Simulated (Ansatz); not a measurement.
Here is an Ansatz 0.2.0 calculation.

The input input.yaml:

```yaml
crystal:
  lattice:
    - [1.765105025, -6.759281535, 0.0]
    - [1.765105025, 6.759281535, 0.0]
    - [0.0, 0.0, 3.56517397]
  atoms:
    - { symbol: Ti, position: [0.10311808, 0.89688192, 0.25] }
    - { symbol: Ti, position: [0.89688192, 0.10311808, 0.75] }
    - { symbol: Si, position: [0.75031482, 0.24968518, 0.25] }
    - { symbol: Si, position: [0.24968518, 0.75031482, 0.75] }
    - { symbol: Si, position: [0.44174855, 0.55825145, 0.25] }
    - { symbol: Si, position: [0.55825145, 0.44174855, 0.75] }
hamiltonian:
  xc: pbesol
  pseudopotentials: { kind: paw }
kpoints:
  mp_grid: { grid: [8, 8, 8] }
  band_path:
    path:
      - [[0.0, 0.0, 0.0], [0.2670482592, 0.2670482592, 0.0], [0.0, 0.5, 0.0], [0.0, 0.5, 0.5], [0.2670482592, 0.2670482592, 0.5], [0.0, 0.0, 0.5], [0.0, 0.0, 0.0], [-0.5, 0.5, 0.0], [-0.2670482592, 0.7329517408, 0.0], [-0.2670482592, 0.7329517408, 0.5], [-0.5, 0.5, 0.5], [-0.5, 0.5, 0.0]]
      - [[0.0, 0.0, 0.5], [-0.5, 0.5, 0.5]]
    npoints: 14
scf:
  occupations: { method: fermi_dirac, width: 0.05 }
  n_extra_bands: 15
output:
  forces: true
  stress: true
  eigenvalues: true
  fatbands: true
```

Potentials or basis: Ansatz PAW.

The run is started by

```console
$ ansatz run input.yaml --threads 2 --pin off --max-ram 5632MiB --backend cpu --events-out ev --progress --plain --runs-dir out
```

Q: Predict the band gap on the k mesh.

A: None (metal or under the smearing width).

Q: Predict the largest force.

A: 0.204 eV/Å.

Levels at the corners of the path, in eV from the Fermi level:
```
point  band 16  band 17  band 18  band 19  band 20  band 21  band 22  band 23  band 24  band 25
    Γ    -2.56    -2.18    -2.09    -2.08     0.47     0.71     0.82     0.88     1.35     1.36
    X    -3.26    -1.74    -1.14    -0.80    -0.74    -0.23     1.14     1.40     1.54     1.76
    S    -2.49    -1.67    -1.48    -0.69    -0.57    -0.55     1.16     1.48     1.64     1.81
    R    -4.07    -3.22    -3.22    -2.46    -2.46     1.74     1.74     1.86     1.86     2.50
    A    -3.90    -3.36    -3.36    -2.37    -2.37     1.79     1.79     1.86     1.86     2.26
    Z    -2.29    -1.65    -1.65    -0.04    -0.04     0.84     0.84     1.48     1.48     1.64
    Γ    -2.56    -2.18    -2.09    -2.08     0.47     0.71     0.82     0.88     1.35     1.36
    Y    -2.62    -2.56    -1.94    -1.20     0.39     0.64     0.74     0.92     1.13     2.10
   X1    -3.26    -1.74    -1.14    -0.80    -0.74    -0.23     1.14     1.40     1.54     1.76
   A1    -3.90    -3.36    -3.36    -2.37    -2.37     1.79     1.79     1.86     1.86     2.26
    T    -3.36    -2.04    -2.04    -0.88    -0.88     0.46     0.46     1.65     1.65     2.42
    Y    -2.62    -2.56    -1.94    -1.20     0.39     0.64     0.74     0.92     1.13     2.10
    Z    -2.29    -1.65    -1.65    -0.04    -0.04     0.84     0.84     1.48     1.48     1.64
    T    -3.36    -2.04    -2.04    -0.88    -0.88     0.46     0.46     1.65     1.65     2.42
```

Caveat: the PAW data sets come from PBE, with cores solved anew for the run's functional, which leaves a small shift of forces and pressure.
